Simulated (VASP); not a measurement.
Al:

```
CELL_PARAMETERS angstrom
0.00000 2.02481 2.02481
2.02481 0.00000 2.02481
2.02481 2.02481 0.00000
ATOMIC_POSITIONS crystal
Al 0.00000 0.00000 0.00000
```

- Program: VASP 6.6.1
- Task: relaxation of cell and atoms
- Functional: revPBE
- Dispersion: D3
- Potentials or basis: VASP PAW PBE potentials, release 64 (Al)
- Cutoff: 600 eV
- k mesh: 11 × 11 × 11
- Occupations: fermi-dirac, width 0.05 eV
- Spin: no spin polarisation

At the start: pressure -3.2 GPa; volume 16.60 Å³/atom.

Task: How do energy, volume and symmetry change on relaxing?

Result: Over 3 steps the energy falls by 6.7 meV/atom and the volume is 15.95 Å³/atom (-3.9 %); space group Fm-3m (No. 225, to 0.05 Å).

Step by step:
| step | energy change (eV) | largest force (eV/Å) | pressure (GPa) | volume (Å³) |
| --- | --- | --- | --- | --- |
| 1 | 0.0000 | 0.0000 | -3.17 | 16.60 |
| 2 | -0.0064 | 0.0000 | 0.71 | 15.83 |
| 3 | -0.0067 | 0.0000 | 0.01 | 15.95 |

Final structure:
```
CELL_PARAMETERS angstrom
0.00000 1.99803 1.99803
1.99803 0.00000 1.99803
1.99803 1.99803 0.00000
ATOMIC_POSITIONS crystal
Al 0.00000 0.00000 0.00000
```

The cell as given is a measured one (16.60 Å³/atom); revPBE+D3 puts the equilibrium volume -3.9 % from it, thermal expansion not counted.

Caveat: the PAW data sets were made with another functional, which shifts forces and pressure a little; pairwise dispersion overbinds metals, which lowers pressure and volume.
